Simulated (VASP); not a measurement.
Wanted: the native input for a VASP 6.6.1 run.

* Task: relaxation of cell and atoms
* Functional: PBEsol
* Potentials or basis: VASP PAW PBE potentials, release 64 (Bi_d)
* Cutoff: 600 eV
* k mesh: 9 × 9 × 9
* Occupations: fermi-dirac, width 0.05 eV
* Spin: no spin polarisation
* Further INCAR settings: ALGO = Normal; EDIFF = 1e-06; IBRION = 2; EDIFFG = -0.005; NSW = 60; ISIF = 3

The structure of Bi lies in POSCAR:

```
Bi
1.0
   -1.9814305318      1.9814305318      1.9814305318
    1.9814305318     -1.9814305318      1.9814305318
    1.9814305318      1.9814305318     -1.9814305318
Bi
1
Direct
    0.0000000000      0.0000000000      0.0000000000
```

This isn't the form of Bi at room conditions, which is rhombohedral.

One way to write it, as run:

INCAR

```
PREC = Accurate
ENCUT = 600
EDIFF = 1E-6
ISMEAR = -1
SIGMA = 0.05
LREAL = False
LASPH = True
NELM = 60
ALGO = Normal
ISIF = 3
LWAVE = False
LCHARG = False
GGA = PS
IBRION = 2
NSW = 60
EDIFFG = -0.005
```

KPOINTS

```
Automatic mesh
0
Gamma
  9 9 9
```

Potentials or basis: VASP PAW PBE potentials, release 64 (Bi_d).

Run with:

```console
$ cat potpaw_PBE.64/Bi_d/POTCAR > POTCAR
$ mpirun -np 1 vasp_std > vasp.out
```

Results of the run:

The relaxed volume is 30.04 Å³/atom, the relaxed cell is a = 3.392 Å, b = 3.392 Å, c = 3.392 Å, α = 109.47°, β = 109.47°, γ = 109.47° and the space group after relaxing (to 0.05 Å) is Im-3m (No. 229). The energy gained by relaxing is 6.9 meV/atom and the ionic steps are 3. The pressure after relaxing is 0.0 GPa and the band gap on the k mesh is none (metal or under the smearing width).

Caveat: the PAW data sets were made with another functional, which shifts forces and pressure a little; spin-orbit coupling is left out, which moves the levels of the heavy elements.

Run time: 21 s on 1 thread of Intel(R) Xeon(R) 6975P-C (Granite Rapids), with other jobs on the host, peak memory 0.16 GiB.
